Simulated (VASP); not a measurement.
# VASP 6.6.1 run: KI

INCAR

```
GGA = PE
ISMEAR = -1
ENCUTT = 520
SIGMA = 0.02
LREAL = .FALSE.
NSW = 30
LASPH = .TRUE.
EDIFFG = -5E-3
NELM = 99
IBRION = 2
EDIFF = 1E-7
PREC = Accurate
NBANDS = 15
ISIF = 3
LWAVE = .FALSE.
LCHARG = .FALSE.
```

KPOINTS

```
KPOINTS created by Atomic Simulation Environment
0
Gamma
6 6 6
0 0 0
```

POSCAR

```
K  I
 1.0000000000000000
     0.0000000000000000    3.4822080000000000    3.4822080000000000
     3.4822080000000000    0.0000000000000000    3.4822080000000000
     3.4822080000000000    3.4822080000000000    0.0000000000000000
 K   I
   1   1
Cartesian
  0.0000000000000000  0.0000000000000000  0.0000000000000000
  3.4822080000000000  3.4822080000000000  3.4822080000000000
```

The recommended PBE PAW datasets give the neutral cell 16 valence electrons.

Command

```
mpirun -np 1 vasp_std
```

Task: How does this run end, and what does it give?

Result: It converged. Results: relaxed cell vector lengths 5.075, 5.075, 5.075 Å; relaxed cell volume 92.44 Å³.

OSZICAR

```
N       E                     dE             d eps       ncg     rms          rms(c)
DAV:   1     0.546974781239E+02    0.54697E+02   -0.42590E+03   488   0.523E+02
DAV:   2    -0.249846374556E+01   -0.57196E+02   -0.54089E+02   641   0.154E+02
DAV:   3    -0.546941066858E+01   -0.29709E+01   -0.29615E+01   635   0.314E+01
DAV:   4    -0.560791659188E+01   -0.13851E+00   -0.13848E+00   763   0.661E+00
DAV:   5    -0.560963936917E+01   -0.17228E-02   -0.17228E-02   607   0.731E-01    0.379E+00
DAV:   6    -0.553176484522E+01    0.77875E-01   -0.88055E-02   627   0.174E+00    0.262E+00
DAV:   7    -0.552974319821E+01    0.20216E-02   -0.11385E-01   641   0.170E+00    0.747E-01
DAV:   8    -0.553347944875E+01   -0.37363E-02   -0.11430E-02   536   0.625E-01    0.142E-01
DAV:   9    -0.553409483707E+01   -0.61539E-03   -0.85493E-04   634   0.173E-01    0.959E-02
DAV:  10    -0.553418172140E+01   -0.86884E-04   -0.83689E-05   637   0.426E-02    0.270E-02
...
DAV:   2    -0.556209592890E+01    0.48990E-02   -0.10646E-02   634   0.743E-01    0.205E-01
DAV:   3    -0.556070819593E+01    0.13877E-02   -0.40288E-03   903   0.389E-01    0.174E-01
DAV:   4    -0.556075995832E+01   -0.51762E-04   -0.60523E-05   788   0.513E-02    0.683E-02
DAV:   5    -0.556076783960E+01   -0.78813E-05   -0.17259E-04   859   0.610E-02    0.123E-02
DAV:   6    -0.556076534370E+01    0.24959E-05   -0.16640E-06   545   0.891E-03    0.844E-03
DAV:   7    -0.556076715549E+01   -0.18118E-05   -0.91603E-07   772   0.550E-03    0.152E-03
DAV:   8    -0.556076800386E+01   -0.84837E-06   -0.33530E-08   429   0.135E-03    0.699E-04
DAV:   9    -0.556076781124E+01    0.19262E-06   -0.33531E-09   282   0.420E-04    0.317E-04
DAV:  10    -0.556076773839E+01    0.72846E-07   -0.14604E-09   261   0.264E-04
   4 F= -.55607677E+01 E0= -.55607677E+01  d E =-.265251E-01
```

Standard output (part)

```
POSCAR found type information on POSCAR K I
 POSCAR found :  2 types and       2 ions
 LDA part: xc-table for (Slater+PW92), standard interpolation
 POSCAR, INCAR and KPOINTS ok, starting setup
 WAVECAR not read
 entering main loop
 curvature:   0.00 expect dE= 0.000E+00 dE for cont linesearch  0.000E+00
 search vector abs. value=  0.276E-01
 bond charge predicted
 trial-energy change:   -0.020031  1 .order   -0.020323   -0.027556   -0.013090
 bond charge predicted
 curvature:  -0.82 expect dE=-0.161E-03 dE for cont linesearch -0.161E-03
 ZBRENT: interpolating
 opt :   2.0556  next Energy=    -5.560744 (dE=-0.265E-01)
 bond charge predicted
 curvature:  -1.11 expect dE=-0.214E-05 dE for cont linesearch -0.214E-05
 search vector abs. value=  0.192E-05
 reached required accuracy - stopping structural energy minimisation
```

| ionic step | ΔE (meV/atom) | volume (Å³) | largest force (eV/Å) | pressure (GPa) | electronic steps |
| --- | --- | --- | --- | --- | --- |
| 1 | 0.0 | 84.45 | 0.000 | 1.17 | 15 |
| 2 | -10.0 | 88.28 | 0.000 | 0.53 | 11 |
| 3 | -13.1 | 93.19 | 0.000 | -0.09 | 9 |
| 4 | -13.3 | 92.44 | 0.000 | -0.01 | 10 |

These settings aren't sound, so the numbers aren't properties of the crystal.

The fault: misspelt tag.

On sound settings the PBE relaxation ends at 92.94 Å³.
